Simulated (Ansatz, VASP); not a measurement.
Given: the input of a run of VASP 6.6.1 on In.

INCAR

```
SYSTEM = In
PREC     = Accurate       ! precision mode
ENCUT    = 520            ! plane-wave cutoff, eV
EDIFF    = 1E-7           ! SCF threshold, eV
ISMEAR   = -1             ! smearing method
SIGMA    = 0.05           ! smearing width, eV
LREAL    = .False.        ! projectors in reciprocal space
LASPH    = .True.         ! aspherical terms in the spheres
NELM     = 60             ! most SCF steps
ALGO     = Normal         ! electronic algorithm
ISIF     = 2              ! what is computed and relaxed
LWAVE    = .False.        ! write WAVECAR
LCHARG   = .False.        ! write CHGCAR
GGA      = PS             ! functional
NBANDS   = 12             ! bands
```

File KPOINTS:

```
Automatic mesh
0
Gamma
  11 11 11
  0 0 0
```

Contents of POSCAR:

```
In
1.0
   -1.6468602161      1.6468602161      2.5062524172
    1.6468602161     -1.6468602161      2.5062524172
    1.6468602161      1.6468602161     -2.5062524172
In
1
Direct
    0.0000000000      0.0000000000      0.0000000000
```

Potentials or basis: VASP PAW PBE potentials, release 64 (In_d).

The run is started by

```console
$ cat potpaw_PBE.64/In_d/POTCAR > POTCAR
$ mpirun -np 1 vasp_std > vasp.out
```

Q: Set up the same calculation for Ansatz 0.2.0. Potentials there: Ansatz PAW.

A: As run (the cutoff follows the program's own potentials):

input.yaml

```yaml
crystal:
  lattice:
    - [-1.6468602161, 1.6468602161, 2.5062524172]
    - [1.6468602161, -1.6468602161, 2.5062524172]
    - [1.6468602161, 1.6468602161, -2.5062524172]
  atoms:
    - { symbol: In, position: [0.0, 0.0, 0.0] }
hamiltonian:
  xc: pbesol
  pseudopotentials: { kind: paw }
kpoints:
  mp_grid: { grid: [11, 11, 11] }
scf:
  occupations: { method: fermi_dirac, width: 0.05 }
output:
  forces: true
  stress: true
  eigenvalues: true
```

Potentials or basis: Ansatz PAW.

Run with:

```sh
$ ansatz run input.yaml --threads 1 --pin off --max-ram 3584MiB --backend cpu --events-out ev --progress --plain --runs-dir out
```

Both were run:

|  | VASP | Ansatz | Ansatz less VASP |
| --- | --- | --- | --- |
| gap on the k mesh at the Fermi level (eV) | none | none | - |
| pressure (GPa) | -2.4 | -2.3 | +0.05 |
| largest component of the traceless stress (GPa) | 0.09 | 0.09 | +0.001 |

A gap of «none» marks a metal or a gap that the smearing closes. With one functional, cell and mesh, what is left measures potentials, basis and numerics.

Caveats: the PAW data sets were made with another functional, which shifts forces and pressure a little (VASP); the PAW data sets come from PBE, with cores solved anew for the run's functional, which leaves a small shift of forces and pressure (Ansatz).
